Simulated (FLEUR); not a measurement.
# In (I4/mmm) in FLEUR: a series of runs, part 2 of 2

FLEUR MaX-R8.1 (patched build s14). The steps go on from the part before.

## Step 3: Band structure, revPBE

inp.xml

```xml
<?xml version="1.0" encoding="UTF-8" standalone="no"?>
<fleurInput fleurInputVersion="0.39">
   <comment>
      In                                                                                                  
   </comment>
   <calculationSetup>
      <cutoffs Kmax="4.2" Gmax="13.0" GmaxXC="13.0" numbands="0"/>
      <scfLoop itmax="80" minDistance="0.00001" maxIterBroyd="15" imix="Anderson" alpha="0.02" precondParam="0.0" spinf="2.0"/>
      <coreElectrons ctail="T" frcor="F" kcrel="0" coretail_lmax="0"/>
      <xcFunctional name="rpbe" relativisticCorrections="F"/>
      <magnetism jspins="1"/>
      <soc l_soc="F" theta="0.0" phi="0.0" spav="F"/>
      <expertModes spex="0" secvar="F"/>
      <geometryOptimization l_f="F" forcealpha="1.0" forcemix="BFGS" epsdisp="0.00001" epsforce="0.00001"/>
      <ldaU l_linMix="F" mixParam="0.05" spinf="1.0"/>
   </calculationSetup>
   <cell>
      <bzIntegration valenceElectrons="21.0" mode="hist" fermiSmearingEnergy="0.00073499">
         <kPointListSelection listName="default-1"/>
         <!-- k-points included here -->
         <xi:include xmlns:xi="http://www.w3.org/2001/XInclude" href="kpts.xml"> </xi:include>
      </bzIntegration>
      <!-- symmetry operations included here -->
      <xi:include xmlns:xi="http://www.w3.org/2001/XInclude" href="sym.xml"> </xi:include>
      <bulkLattice scale="1.0">
         <bravaisMatrix>
            <row-1>   -3.0716931237535618     3.0716931237535618     4.6746155144230199</row-1>
            <row-2>    3.0716931237535618    -3.0716931237535618     4.6746155144230199</row-2>
            <row-3>    3.0716931237535618     3.0716931237535618    -4.6746155144230199</row-3>
         </bravaisMatrix>
      </bulkLattice>
   </cell>
   <atomSpecies>
      <species name="Indium (In)" element="In" atomicNumber="49">
         <mtSphere radius="2.66" gridPoints="879" logIncrement="0.015"/>
         <atomicCutoffs lmax="10" lnonsphr="8"/>
         <electronConfig flipSpins="F">
            <coreConfig>(1s1/2) (2s1/2) (2p1/2) (2p3/2) (3s1/2) (3p1/2) (3p3/2) (3d3/2) (3d5/2)</coreConfig>
            <valenceConfig>(4s1/2) (4p1/2) (4p3/2) (5s1/2) (4d3/2) (4d5/2) (5p1/2) (5p3/2)</valenceConfig>
            <stateOccupation state="(5p1/2)" spinUp="0.166667" spinDown="0.166667"/>
            <stateOccupation state="(5p3/2)" spinUp="0.333333" spinDown="0.333333"/>
         </electronConfig>
         <energyParameters s="5" p="5" d="4" f="4"/>
         <lo type="SCLO" l="0" n="4" eDeriv="0"/>
         <lo type="SCLO" l="1" n="4" eDeriv="0"/>
         <lo type="SCLO" l="1" n="4" eDeriv="1"/>
         <lo type="SCLO" l="2" n="4" eDeriv="2"/>
         <lo type="SCLO" l="3" n="4" eDeriv="2"/>
      </species>
   </atomSpecies>
   <atomGroups>
      <atomGroup species="Indium (In)">
         <relPos label="                   1">.0000000000 .0000000000 .0000000000</relPos>
         <force calculate="T" relaxXYZ="TTT"/>
      </atomGroup>
   </atomGroups>
   <output dos="F" band="F" slice="F">
      <checks vchk="F" cdinf="F"/>
      <bandDOS minEnergy="-.5*Htr" maxEnergy="0.5*Htr" sigma="0.015" storeEVData="T"/>
      <vacuumDOS vacdos="F" integ="F" star="F" nstars="0" locx1="0.0" locy1="0.0" locx2="0.0" locy2="0.0" nstm="0" tworkf="0.0"/>
      <unfoldingBand unfoldBand="F" supercellX="1" supercellY="1" supercellZ="1"/>
      <plotting iplot="0" polar="F">
         <plot TwoD="T" vec1="  1.0  0.0  0.0" vec2="  0.0  1.0  0.0" vec3="  0.0  0.0  1.0" zero="  0.0  0.0  0.0" file="plot"/>
      </plotting>
      <chargeDensitySlicing numkpt="0" minEigenval="0.0" maxEigenval="0.0" nnne="0" pallst="F"/>
      <specialOutput eonly="F"/>
      <magneticCircularDichroism mcd="F" energyLo="-10.0" energyUp="0.0"/>
   </output>
  <!-- We include the file relax.xml here to enable relaxations (see documentation) -->
  <xi:include xmlns:xi="http://www.w3.org/2001/XInclude" href="relax.xml"> <xi:fallback/> </xi:include>
</fleurInput>
```

crystal.txt

```
In
&input cartesian=F /
-1.6254700000  1.6254700000  2.4737000000
1.6254700000  -1.6254700000  2.4737000000
1.6254700000  1.6254700000  -2.4737000000
1.8897261246
1.0 1.0 1.0

1
49 0.0000000000  0.0000000000  0.0000000000

&kpt div1=4 div2=4 div3=4 gamma=T /
```

inp.xml (bands)

```
<?xml version="1.0" encoding="UTF-8" standalone="no"?>
<fleurInput fleurInputVersion="0.39">
   <comment>
      In                                                                                                  
   </comment>
   <calculationSetup>
      <cutoffs Kmax="4.2" Gmax="13.0" GmaxXC="13.0" numbands="0"/>
      <scfLoop itmax="80" minDistance="0.00001" maxIterBroyd="15" imix="Anderson" alpha="0.02" precondParam="0.0" spinf="2.0"/>
      <coreElectrons ctail="T" frcor="F" kcrel="0" coretail_lmax="0"/>
      <xcFunctional name="rpbe" relativisticCorrections="F"/>
      <magnetism jspins="1"/>
      <soc l_soc="F" theta="0.0" phi="0.0" spav="F"/>
      <expertModes spex="0" secvar="F"/>
      <geometryOptimization l_f="F" forcealpha="1.0" forcemix="BFGS" epsdisp="0.00001" epsforce="0.00001"/>
      <ldaU l_linMix="F" mixParam="0.05" spinf="1.0"/>
   </calculationSetup>
   <cell>
      <bzIntegration valenceElectrons="21.0" mode="hist" fermiSmearingEnergy="0.00073499">
         <kPointListSelection listName="path-1"/>
         <!-- k-points included here -->
         <xi:include xmlns:xi="http://www.w3.org/2001/XInclude" href="kpts.xml"> </xi:include>
      </bzIntegration>
      <!-- symmetry operations included here -->
      <xi:include xmlns:xi="http://www.w3.org/2001/XInclude" href="sym.xml"> </xi:include>
      <bulkLattice scale="1.0">
         <bravaisMatrix>
            <row-1>   -3.0716931237535618     3.0716931237535618     4.6746155144230199</row-1>
            <row-2>    3.0716931237535618    -3.0716931237535618     4.6746155144230199</row-2>
            <row-3>    3.0716931237535618     3.0716931237535618    -4.6746155144230199</row-3>
         </bravaisMatrix>
      </bulkLattice>
   </cell>
   <atomSpecies>
      <species name="Indium (In)" element="In" atomicNumber="49">
         <mtSphere radius="2.66" gridPoints="879" logIncrement="0.015"/>
         <atomicCutoffs lmax="10" lnonsphr="8"/>
         <electronConfig flipSpins="F">
            <coreConfig>(1s1/2) (2s1/2) (2p1/2) (2p3/2) (3s1/2) (3p1/2) (3p3/2) (3d3/2) (3d5/2)</coreConfig>
            <valenceConfig>(4s1/2) (4p1/2) (4p3/2) (5s1/2) (4d3/2) (4d5/2) (5p1/2) (5p3/2)</valenceConfig>
            <stateOccupation state="(5p1/2)" spinUp="0.166667" spinDown="0.166667"/>
            <stateOccupation state="(5p3/2)" spinUp="0.333333" spinDown="0.333333"/>
         </electronConfig>
         <energyParameters s="5" p="5" d="4" f="4"/>
         <lo type="SCLO" l="0" n="4" eDeriv="0"/>
         <lo type="SCLO" l="1" n="4" eDeriv="0"/>
         <lo type="SCLO" l="1" n="4" eDeriv="1"/>
         <lo type="SCLO" l="2" n="4" eDeriv="2"/>
         <lo type="SCLO" l="3" n="4" eDeriv="2"/>
      </species>
   </atomSpecies>
   <atomGroups>
      <atomGroup species="Indium (In)">
         <relPos label="                   1">.0000000000 .0000000000 .0000000000</relPos>
         <force calculate="T" relaxXYZ="TTT"/>
      </atomGroup>
   </atomGroups>
   <output dos="F" band="T" slice="F">
      <checks vchk="F" cdinf="F"/>
      <bandDOS minEnergy="-.5*Htr" maxEnergy="0.5*Htr" sigma="0.015" storeEVData="T"/>
      <vacuumDOS vacdos="F" integ="F" star="F" nstars="0" locx1="0.0" locy1="0.0" locx2="0.0" locy2="0.0" nstm="0" tworkf="0.0"/>
      <unfoldingBand unfoldBand="F" supercellX="1" supercellY="1" supercellZ="1"/>
      <plotting iplot="0" polar="F">
         <plot TwoD="T" vec1="  1.0  0.0  0.0" vec2="  0.0  1.0  0.0" vec3="  0.0  0.0  1.0" zero="  0.0  0.0  0.0" file="plot"/>
      </plotting>
      <chargeDensitySlicing numkpt="0" minEigenval="0.0" maxEigenval="0.0" nnne="0" pallst="F"/>
      <specialOutput eonly="F"/>
      <magneticCircularDichroism mcd="F" energyLo="-10.0" energyUp="0.0"/>
   </output>
  <!-- We include the file relax.xml here to enable relaxations (see documentation) -->
  <xi:include xmlns:xi="http://www.w3.org/2001/XInclude" href="relax.xml"> <xi:fallback/> </xi:include>
</fleurInput>
```

Potentials or basis: all-electron, FLAPW.

Run with:

```
$ inpgen -f crystal.txt -profile moderate
$ # inp.xml edited to the form shown
$ fleur
$ fleur   # second run, on inp.xml (bands)
```

It took 6.2 s on 1 thread of Intel Xeon 6975P-C (Granite Rapids), shared host; peak memory 0.09 GiB.

The run converged, but some of its settings lie outside the range that counts as converged (typed here: Kmax = 4.2; k mesh = 4 × 4 × 4; alpha = 0.02), so its numbers aren't taken as properties of the crystal.

Results:

```yaml
Free_energy: -160097.5550 eV
Band_gap_along_the_path: none (metal or under the smearing width)
Valence_electrons_inside_the_program's_atomic_spheres: In 19.44 (radii In 2.66 bohr)
```

Caveat: the k mesh is coarse (spacing up to 0.68 Å⁻¹), so the values aren't converged; spin-orbit coupling is left out, which moves the levels of the heavy elements.
